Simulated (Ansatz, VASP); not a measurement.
# Hf in VASP and in Ansatz

```
CELL_PARAMETERS angstrom
3.19670 0.00000 0.00000
-1.59835 2.76842 0.00000
0.00000 0.00000 5.05780
ATOMIC_POSITIONS crystal
Hf 0.66667 0.33333 0.75000
Hf 0.33333 0.66667 0.25000
```

Alike in both runs: task relaxation of cell and atoms; functional PBE; k mesh 10 × 10 × 5; occupations fermi-dirac, width 0.05 eV; no spin polarisation.

```csv
,VASP,Ansatz
version,VASP 6.6.1,Ansatz 0.2.0
potentials or method,"VASP PAW PBE potentials, release 64 (Hf_pv), cutoff 600 eV","all-electron LAPW, scalar-relativistic"
```

|  | VASP | Ansatz | Ansatz less VASP |
| --- | --- | --- | --- |
| relaxed volume (Å³/atom) | 22.42 | 22.51 | +0.097 |
| relaxed cell length with the largest relative difference (Å) | 5.049 | 5.059 | +0.0096 |

Ansatz ran all-electron here, so the differences hold the error of VASP's frozen core and of both bases.

Spin-orbit coupling is left out, which matters for the levels of Hf.
